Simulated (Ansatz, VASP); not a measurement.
## Mg4Zr4Cd2MoPb4 in two plane-wave programs

Wanted: the spread between two codes on one cell, functional and k mesh. The structure shown is the end of the VASP relaxation below.

Method: plane waves, with VASP 6.6.1 beside it; single point at PBE, in Ansatz 0.2.0.

### 1. The starting structure

The cell holds 15 atoms: 4 Pb, 2 Cd, 1 Mo, 4 Zr and 4 Mg. Its edges and angles: a = 8.283 Å, b = 8.283 Å, c = 8.283 Å, α = 132.7°, β = 105.3°, γ = 93.3°. It derives from MgZrCdPb. As first built, before any earlier steps moved the atoms: sites of the Mg3Zr structure (space group 25) filled with other elements, volume scaled by an estimate. Nearest the centre at fractional (0.658, 0.408, 0.250): Mo7 at 1.68 Å, Pb1 at 2.56 Å, Mg14 at 2.59 Å, Mg12 at 2.60 Å, Pb2 at 2.67 Å, Zr8 at 3.51 Å, Zr10 at 3.51 Å, Zr11 at 3.66 Å.

As a file:

```xyz
15
Lattice="-3.3218 5.0237 5.6863 3.3218 -5.0237 5.6863 3.3218 5.0237 -5.6863" Properties=species:S:1:pos:R:3 pbc="T T T"
Pb    0.0017    2.5102    2.0784
Pb    0.0522    2.5109    7.3041
Pb   -0.0566    7.5307    1.6190
Pb    3.3140    2.5095    2.0782
Cd    1.6584    2.5086   -0.9465
Cd    4.9812    2.5061   -1.0383
Mo    1.6585    7.5276   -0.7838
Zr    1.6598   -0.0718    0.8426
Zr    1.6589   -0.0643    6.6356
Zr    1.6572    5.0892    0.8406
Zr    4.9797    0.0578    0.9557
Mg    3.2826    5.0457   -1.7849
Mg    0.0355   -0.0294    9.5913
Mg   -0.0407    4.9944    3.9047
Mg    3.3561    0.0225    3.9017
```

### 2. VASP: relaxation, PBE

This run makes the geometry at which the two programs are then compared.

Lines of VASP's logs that name or quote its potential files are left out, and so is its time.

INCAR

```
SYSTEM = Mg4Zr4Cd2MoPb4
PREC = Normal
ENCUT = 280
EDIFF = 1E-05
NELM = 120
ISMEAR = 1
SIGMA = 0.15
LREAL = Auto
ALGO = Fast
GGA = PE
NBANDS = 66
LORBIT = 11
LWAVE = .FALSE.
LCHARG = .FALSE.
KPAR = 3
IBRION = 2
NSW = 50
ISIF = 2
EDIFFG = -0.04
POTIM = 0.4
MAXMIX = 40
ISYM = 0
```

POSCAR

```
Mg4Zr4Cd2MoPb4
1.0
   -3.3218070963      5.0237419559      5.6863168110
    3.3218070963     -5.0237419559      5.6863168110
    3.3218070963      5.0237419559     -5.6863168110
Pb Cd Mo Zr Mg
4 2 1 4 4
Direct
    0.4036137912      0.1530186707      0.2526758204
    0.9039843637      0.6482591723      0.2478791173
    0.9031950949      0.1504219022      0.7495402944
    0.4024152411      0.6532441245      0.7509420351
    0.1567118568      0.1548191083      0.4974586915
    0.1574487476      0.6591724512      0.0018818412
    0.6573863609      0.1555444497     -0.0028658183
    0.0934622486      0.3400566747      0.2517462186
    0.5850483920      0.8306468542      0.2380781187
    0.5899233700      0.3382271372      0.7491543006
    0.0862383294      0.8448274224      0.7541620313
    0.3540562352      0.3589185211      0.0074368727
    0.8486168055      0.8503500087     -0.0048279426
    0.8479582426      0.3507295231      0.4978850738
    0.3495494816      0.8512131742      0.4979025455
```

KPOINTS

```
Automatic mesh
0
Gamma
3 3 3
0 0 0
```

The projector-augmented-wave data sets are Pb, Cd, Mo, Zr_sv and Mg (PBE family, release 64).

Run with:

```bash
> mpirun -np 3 vasp_std
```

Numbers of over 12 decimals in the logs are rounded to 6 here.

Log:

```text
[banner, memory and clock lines left out]
running    3 mpi-ranks, on    1 nodes
 distrk:  each k-point on    1 cores,    3 groups
 distr:  one band on    1 cores,    1 groups

 POSCAR found type information on POSCAR PbCdMoZrMg
 POSCAR found :  5 types and      15 ions
 LDA part: xc-table for (Slater+PW92), standard interpolation
 POSCAR, INCAR and KPOINTS ok, starting setup
 FFT: planning ... GRIDC
 FFT: planning ... GRID_SOFT
 FFT: planning ... GRID
 WAVECAR not read
 entering main loop
       N       E                     dE             d eps       ncg     rms          rms(c)
DAV:   1     0.554441209598E+03    0.55444E+03   -0.33532E+04  2016   0.856E+02
DAV:   2    -0.101600705094E+02   -0.56460E+03   -0.54598E+03  2100   0.270E+02
DAV:   3    -0.614091744267E+02   -0.51249E+02   -0.50116E+02  2624   0.628E+01
DAV:   4    -0.667166343130E+02   -0.53075E+01   -0.52641E+01  3016   0.166E+01
DAV:   5    -0.670751274435E+02   -0.35849E+00   -0.35829E+00  2632   0.356E+00    0.196E+01
RMM:   6    -0.642358300531E+02    0.28393E+01   -0.78381E+00  1996   0.868E+00    0.976E+00
RMM:   7    -0.677294566005E+02   -0.34936E+01   -0.75466E+00  2464   0.505E+00    0.137E+01
RMM:   8    -0.636143440347E+02    0.41151E+01   -0.24553E+00  2216   0.339E+00    0.381E+00
RMM:   9    -0.636387311301E+02   -0.24387E-01   -0.11310E+00  2475   0.201E+00    0.227E+00
RMM:  10    -0.635836689508E+02    0.55062E-01   -0.24160E-01  2476   0.130E+00    0.917E-01
RMM:  11    -0.635815166859E+02    0.21523E-02   -0.62733E-02  2639   0.611E-01    0.854E-01
RMM:  12    -0.635744355000E+02    0.70812E-02   -0.29754E-02  2942   0.353E-01    0.240E-01
RMM:  13    -0.635747111212E+02   -0.27562E-03   -0.78861E-03  2995   0.201E-01    0.118E-01
RMM:  14    -0.635750028477E+02   -0.29173E-03   -0.32266E-03  3073   0.120E-01    0.914E-02
RMM:  15    -0.635750517596E+02   -0.48912E-04   -0.13214E-03  3091   0.809E-02    0.228E-02
RMM:  16    -0.635751073964E+02   -0.55637E-04   -0.66290E-04  2935   0.542E-02    0.158E-02
RMM:  17    -0.635751297835E+02   -0.22387E-04   -0.26452E-04  2679   0.383E-02    0.108E-02
RMM:  18    -0.635751424830E+02   -0.12700E-04   -0.13218E-04  2301   0.288E-02    0.748E-03
RMM:  19    -0.635751479900E+02   -0.55069E-05   -0.68276E-05  2052   0.237E-02
   1 F= -.63575148E+02 E0= -.63567711E+02  d E =-.635751E+02
[... from here on, the cycles between the ionic steps are left out ...]
   2 F= -.63813759E+02 E0= -.63806246E+02  d E =-.238611E+00
   8 F= -.64408902E+02 E0= -.64410293E+02  d E =-.771681E-01
[...]
WARNING in EDDRMM: call to ZHEGV failed, returncode =   8  4     46
   9 F= -.64409554E+02 E0= -.64410837E+02  d E =-.778201E-01
  10 F= -.64422081E+02 E0= -.64423986E+02  d E =-.125269E-01
  11 F= -.64424442E+02 E0= -.64426722E+02  d E =-.148882E-01
  12 F= -.64433633E+02 E0= -.64436572E+02  d E =-.919027E-02
[...]
WARNING in EDDRMM: call to ZHEGV failed, returncode =   8  4     41
  13 F= -.64434875E+02 E0= -.64438102E+02  d E =-.104328E-01
  14 F= -.64438987E+02 E0= -.64442386E+02  d E =-.411190E-02
[...]
WARNING in EDDRMM: call to ZHEGV failed, returncode =   6  3     45
  15 F= -.64440402E+02 E0= -.64443946E+02  d E =-.552664E-02
  16 F= -.64443447E+02 E0= -.64446918E+02  d E =-.304486E-02
[...]
WARNING in EDDRMM: call to ZHEGV failed, returncode =   6  3     49
  17 F= -.64443952E+02 E0= -.64447386E+02  d E =-.355058E-02
 curvature:  -5.36 expect dE=-0.256E-02 dE for cont linesearch -0.738E-05
 trial: gam= 0.52718 g(F)=  0.478E-03 g(S)=  0.000E+00 ort = 0.519E-04 (trialstep = 0.426E+01)
 search vector abs. value=  0.108E-02
 bond charge predicted
       N       E                     dE             d eps       ncg     rms          rms(c)
DAV:   1    -0.644435273016E+02    0.42340E-03   -0.13557E+00  1864   0.451E+00    0.192E-01
RMM:   2    -0.644451529401E+02   -0.16256E-02   -0.17662E-02  1986   0.513E-01    0.115E-01
RMM:   3    -0.644453824073E+02   -0.22947E-03   -0.27153E-03  2498   0.180E-01    0.108E-01
RMM:   4    -0.644454010135E+02   -0.18606E-04   -0.64095E-04  2761   0.787E-02    0.632E-02
RMM:   5    -0.644453978590E+02    0.31546E-05   -0.14674E-04  2445   0.388E-02    0.280E-02
RMM:   6    -0.644454020725E+02   -0.42135E-05   -0.52910E-05  1935   0.222E-02
  18 F= -.64445402E+02 E0= -.64448691E+02  d E =-.144958E-02
 trial-energy change:   -0.001450  1 .order   -0.001385   -0.002155   -0.000615
 step:   5.5452(harm=  5.9648)  dis= 0.01004  next Energy=   -64.445496 (dE=-0.154E-02)
 reached required accuracy - stopping structural energy minimisation
```

From OUTCAR (step 2):

```text
ion  position               nearest neighbor table
   1  0.404  0.153  0.253-  10 3.08   8 3.08   9 3.09  11 3.11   5 3.23   6 3.24   4 3.32   4 3.32
                            14 3.35   7 3.36  12 3.40
   2  0.904  0.648  0.248-   8 3.09  10 3.10  11 3.10   9 3.13   7 3.23   3 3.31   6 3.33   3 3.34
                             5 3.35  15 3.36  13 3.42
   3  0.903  0.150  0.750-  11 3.04  10 3.10   8 3.10   9 3.16   7 3.23   2 3.31   2 3.34   5 3.34
                             6 3.36  12 3.40  14 3.40
   4  0.402  0.653  0.751-   9 3.03   8 3.08  10 3.11  11 3.14   6 3.25   5 3.26   1 3.32   1 3.32
                             7 3.34  13 3.36  15 3.40
   5  0.157  0.155  0.497-  15 3.06  13 3.10  14 3.11  12 3.12   1 3.23   8 3.25   4 3.26  10 3.26
                             6 3.30   3 3.34   2 3.35   6 3.35
   6  0.157  0.659  0.002-  15 3.05  12 3.07  13 3.09  14 3.11   9 3.22   1 3.24   4 3.25  11 3.27
                             5 3.30   2 3.33   5 3.35   3 3.36
   7  0.657  0.156  0.997-  13 3.05  14 3.08  15 3.08  12 3.09   2 3.23   3 3.23  10 3.24   8 3.29
                             4 3.34   1 3.36
   8  0.093  0.340  0.252-   1 3.08   4 3.08   2 3.09   3 3.10  13 3.19  14 3.20   5 3.25  11 3.27
                             7 3.29  11 3.37  12 3.39  15 3.40
   9  0.585  0.831  0.238-   4 3.03   1 3.09  12 3.11   2 3.13   3 3.16  15 3.20   6 3.22  10 3.28
                            10 3.37  13 3.40  14 3.44
  10  0.590  0.338  0.749-   1 3.08   2 3.10   3 3.10   4 3.11  15 3.17  12 3.19   7 3.24   5 3.26
                             9 3.28   9 3.37  14 3.40  13 3.41
  11  0.086  0.845  0.754-   3 3.04   2 3.10   1 3.11  13 3.13   4 3.14  14 3.20   6 3.27   8 3.27
                             8 3.37  12 3.43  15 3.44
  12  0.354  0.359  0.007-   6 3.07   7 3.09   9 3.11   5 3.12  10 3.19  15 3.28  15 3.36   8 3.39
                             3 3.40   1 3.40  11 3.43
  13  0.849  0.850  0.995-   7 3.05   6 3.09   5 3.10  11 3.13   8 3.19  14 3.31  14 3.33   4 3.36
                             9 3.40  10 3.41   2 3.42
  14  0.848  0.351  0.498-   7 3.08   5 3.11   6 3.11  11 3.20   8 3.20  13 3.31  13 3.33   1 3.35
                            10 3.40   3 3.40   9 3.44
  15  0.350  0.851  0.498-   6 3.05   5 3.06   7 3.08  10 3.17   9 3.20  12 3.28   2 3.36  12 3.36
                             4 3.40   8 3.40  11 3.44

 Found     14 irreducible k-points:

   k-points           NKPTS =     14   k-points in BZ     NKDIM =     14   number of bands    NBANDS=     66

   dimension x,y,z NGX =    36 NGY =   36 NGZ =   36
   dimension x,y,z NGXF=    72 NGYF=   72 NGZF=   72

   ENCUT  =  280.0 eV  20.58 Ry    4.54 a.u.  11.30 11.30 11.30*2*pi/ulx,y,z

   NELECT =     102.0000    total number of electrons

 k-points in reciprocal lattice and weights: Automatic mesh
   0.00000000  0.00000000  0.00000000       0.037
   0.33333333  0.00000000  0.00000000       0.074
   0.00000000 -0.33333333  0.33333333       0.074
  -0.00000000  0.33333333  0.00000000       0.074
  -0.33333333  0.00000000  0.33333333       0.074
   0.33333333  0.33333333  0.00000000       0.074
   0.33333333 -0.00000000  0.33333333       0.074
   0.00000000  0.33333333  0.33333333       0.074
   0.33333333  0.33333333  0.33333333       0.074
[...]
0.33333333 -0.33333333  0.33333333       0.074
  -0.33333333 -0.33333333  0.33333333       0.074

 average (electrostatic) potential at core
       1 -42.4650       2 -42.4259       3 -42.4262       4 -42.4652       5 -37.1219
       6 -37.1149       7 -38.3025       8 -79.1212       9 -79.4795      10 -79.1164
      11 -79.4790      12 -36.8134      13 -36.8191      14 -36.8180      15 -36.8116

 E-fermi :   4.8975

 k-point     1 :       0.0000    0.0000    0.0000
  band No.  band energies     occupation
    ...
     47       3.8781      2.00000
     48       3.9880      2.00000
     49       4.5808      2.01099
     50       4.8575      1.43426
     51       4.9242      0.70379
     52       5.2382     -0.00605
     53       5.2554     -0.00379
     54       5.3203     -0.00050
     55       5.4221     -0.00001
     56       5.4486     -0.00000
    ...

 k-point     2 :       0.3333    0.0000    0.0000
  band No.  band energies     occupation
    ...
     48       4.1429      2.00000
     49       4.4902      2.00084
     50       4.5694      2.00834
     51       4.7136      2.07092
     52       4.7995      1.88489
     53       5.1286     -0.05163
     54       5.2086     -0.01249
     55       5.4201     -0.00001
     56       5.6653     -0.00000
     57       5.7019     -0.00000
    ...

 k-point     3 :       0.0000   -0.3333    0.3333
  band No.  band energies     occupation
    ...
     48       4.1423      2.00000
     49       4.4894      2.00082
     50       4.5692      2.00829
     51       4.7153      2.07088
     52       4.7995      1.88494
     53       5.1314     -0.04990
     54       5.2086     -0.01248
     55       5.4193     -0.00001
     56       5.6646     -0.00000
     57       5.7010     -0.00000
    ...

  Total       -6.9996725    -12.5338220     -4.5793954     -0.0070313     -0.0048268      0.0017469
  in kB      -29.5457846    -52.9055618    -19.3297372     -0.0296791     -0.0203738      0.0073736
  external PRESSURE =     -33.9270279 kB  Pullay stress =       0.0000000 kB

  energy-cutoff  :      280.00
  volume of cell :      379.57
      direct lattice vectors                 reciprocal lattice vectors
    -3.321807096  5.023741956  5.686316811     0.000000000  0.099527405  0.087930380
     3.321807096 -5.023741956  5.686316811     0.150520480  0.000000000  0.087930380
     3.321807096  5.023741956 -5.686316811     0.150520480  0.099527405  0.000000000

 POSITION                                       TOTAL-FORCE (eV/Angst)
 -----------------------------------------------------------------------------------
      0.00168      2.51021      2.07837         0.014258     -0.001479      0.020373
      0.05223      2.51087      7.30406         0.005537     -0.025913     -0.024349
     -0.05665      7.53072      1.61904        -0.009818      0.008247     -0.023662
      3.31405      2.50951      2.07820        -0.008821      0.002720      0.016082
      1.65836      2.50862     -0.94646         0.003041      0.003505     -0.001226
      4.98116      2.50609     -1.03826        -0.001165      0.002969      0.005900
      1.65853      7.52756     -0.78380        -0.000944     -0.000736      0.000677
      1.65976     -0.07183      0.84265        -0.011333     -0.008962      0.003296
      1.65889     -0.06433      6.63557        -0.008127     -0.010162      0.005008
      1.65723      5.08916      0.84065         0.010145      0.019744      0.007515
      4.97970      0.05784      0.95565         0.007921      0.018879     -0.000386
      3.28263      5.04569     -1.78493         0.003632     -0.000198      0.000402
      0.03551     -0.02941      9.59127        -0.004665     -0.003547     -0.006128
     -0.04073      4.99436      3.90468         0.005851     -0.003601     -0.003741
      3.35611      0.02253      3.90166        -0.005513     -0.001466      0.000239
 -----------------------------------------------------------------------------------
    total drift:                                0.003043      0.011694      0.009728

  FREE ENERGIE OF THE ION-ELECTRON SYSTEM (eV)
  ---------------------------------------------------
  free  energy   TOTEN  =       -64.4454020725 eV

  energy  without entropy=      -64.4552679960  energy(sigma->0) =      -64.44869071

 reached required accuracy - stopping structural energy minimisation

 total charge
# of ion       s       p       d       tot
------------------------------------------
    1        1.633   1.761   0.101   3.495
    2        1.625   1.842   0.125   3.592
    3        1.625   1.842   0.124   3.591
    4        1.633   1.761   0.101   3.495
    5        0.605   0.257   9.454  10.316
    6        0.571   0.263   9.459  10.293
    7        0.365   0.245   4.281   4.891
    8        2.171   5.942   1.628   9.741
    9        2.163   5.933   1.608   9.704
   10        2.171   5.942   1.629   9.742
   11        2.163   5.934   1.607   9.704
   12        0.202   0.129   0.013   0.344
   13        0.202   0.129   0.013   0.344
   14        0.202   0.129   0.013   0.344
   15        0.202   0.130   0.013   0.345
--------------------------------------------------
tot         17.530  32.239  30.172  79.941

[... 3 further parts left out ...]
```

The data sets Pb and Mo keep the semicore shell frozen, which is cheaper and a little less accurate.

(Part 1 of 2 ends here.)

[Lines on the potential files, build, host, timing and source positions are cut from VASP's logs without a mark.]

[Logs are printed without paths, hosts, clocks, repeated set-up lines and the standing remarks that a program may print on its own settings, such as how far it seeks lower states.]

[Hosts, paths, dates, database ids (printed as entryN), source tags and the programs' standing remarks are cut or masked in the printed files.]
